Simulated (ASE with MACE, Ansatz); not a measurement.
# Σ5 (310)[001] symmetric tilt boundary in Si (44 atoms): boundary energy

What is the boundary energy of this cell, counted against the bulk crystal, and how far does it hang on functional and mesh?

Calculated with Ansatz 0.2.0: Kohn-Sham DFT, PBE, PAW (set soft_2), plane waves; cutoff 420 eV, fermi-dirac smearing of 0.025 eV. Cutoffs: 420 eV for PBE and PBEsol; 500 eV for r2SCAN.

**The cells**

The cell holds 44 atoms: 44 Si. Cell: a = 5.469 Å, b = 8.647 Å, c = 19.220 Å, α = 90.0°, β = 90.0°, γ = 90.0°. It derives from Si. The starting structure: Two grains of Si, one the mirror image of the other in the boundary plane, two boundaries a cell; of 6 trial joints (lateral shifts, openings, close atoms taken out) the lowest after a short relaxation with the MACE-MP-0b2 potential was kept (shift [0.0, 0.5] of the surface cell, opening 0.83 Å, one of each pair under 1.66 Å removed), then its atoms and the cell's length along the normal were relaxed with that potential. Lattice constants are starting values near those of PBE.

The bulk reference is Si8 in a cell of 8 atoms, 20.447 Å³ an atom.

The input of the single point on the relaxed cell:

```yaml
crystal:
  lattice:
    - [5.469, 0.0, 0.0]
    - [0.0, 8.64725, 0.0]
    - [0.0, 0.0, 19.2195]
  atoms:
    - { symbol: Si, position: [0.87493, 0.55329, 0.97995] }
    - { symbol: Si, position: [0.87507, 0.05329, 0.97995] }
    - { symbol: Si, position: [0.5244, 0.90969, 0.02532] }
    - { symbol: Si, position: [0.2256, 0.40969, 0.02532] }
    [... 38 atom lines left out ...]
    - { symbol: Si, position: [0.0243, 0.09034, 0.52533] }
    - { symbol: Si, position: [0.7257, 0.59034, 0.52533] }
kpoints:
  mp_grid: { grid: [5, 3, 2] }
hamiltonian:
  xc: pbe
scf:
  occupations: { method: fermi_dirac, width: 0.025 }
output:
  forces: true
  stress: true
  populations: true
  dos:
    method: { smearing: { sigma: 0.08 } }
    de: 0.1
    projected:
      site_lists:
        Si: [Si]
        lower_grain: [... 24 sites ...]
        upper_grain: [... 20 sites ...]
  eigenvalues: true
  write_density: true
  write_potential: true
  volumetric_format: npy
```

```
                                           cell  formula                    k-mesh  relaxation steps  gain on relaxing (eV)  free energy, PBE (eV)  Kohn-Sham gap (eV)  time of its runs on this page
Sigma5 (310)[001] symmetric tilt boundary in Si     Si44  5×3×2 (relaxed on 3×2×1)                 3                   0.08             -27973.014                0.73                        2.8 min
                                        bulk Si      Si8                  10×10×10                 -                      -              -5086.481                   -                           13 s
```

The gap is that between the highest filled and lowest empty Kohn-Sham level; a dash marks none computed or no clear gap. Times come from shared hosts and are rough.

**Boundary energy**

The excess is the cell's free energy less 5.5 times that of the bulk cell. It is divided by twice the area, as the cell holds two boundaries, so the value is their mean, and they need not be alike (47.29 Å²), with 1 eV/Å² = 16.022 J/m².

```
           level  k-mesh  excess (eV)  boundary energy (J/m²)  per area (meV/Å²)
             PBE   5×3×2        2.634                   0.446               27.8
PBE, denser mesh   7×5×2        2.635                   0.446               27.9
          r2SCAN   5×3×2        3.054                   0.517               32.3
          PBEsol   5×3×2        2.547                   0.431               26.9
```

Worked for the first row at PBE: (-27973.014) − 5.5 × (-5086.481) = 2.634 eV (from unrounded energies).

Then 2.634 / (2 × 47.29) × 16.022 = 0.446 J/m².

**Neighbours**

Bonds by pair of elements; cutoffs follow the first minimum of g(r), held within bounds set by covalent radii, and pairs that aren't listed don't count as bonded:

```tsv
pair A-B	cutoff (Å)	bonds	mean length (Å)	spread (Å)	shortest (Å)	B about A	A about B
Si-Si	2.83	88	2.38	0.036	2.33	4	4
```

How many atoms have how many bonded neighbours:

```tsv
element	mean	4
Si	4	44
```

**Findings**

At PBE the boundary energy is 0.45 J/m². At the same geometries the levels give 0.43 (PBEsol) to 0.52 J/m² (r2SCAN) and the denser mesh leaves it within 0.01 J/m². Relaxing the atoms lowered it by 0.013 J/m² from the start (on the 3×2×1 mesh of the relaxation), and the farthest atom moved 0.05 Å. By these cutoffs every atom has the count of neighbours that is commonest for its element.

Limits: The cell edges were held, so the lattice is the typed one for every functional, and the length along the normal is the one that the machine-learned potential gave. Cell and bulk are sampled on unlike meshes, and the error grows with the number of atoms subtracted. The joint was picked among a few trials by a machine-learned potential, and a lower one may exist. In some runs the program notes that positions were snapped to a detected symmetry.

[Logs are printed without paths, hosts, clocks, repeated set-up lines and the standing remarks that a program may print on its own settings, such as how far it seeks lower states.]

[Hosts, paths, dates, database ids (printed as entryN), source tags and the programs' standing remarks are cut or masked in the printed files.]
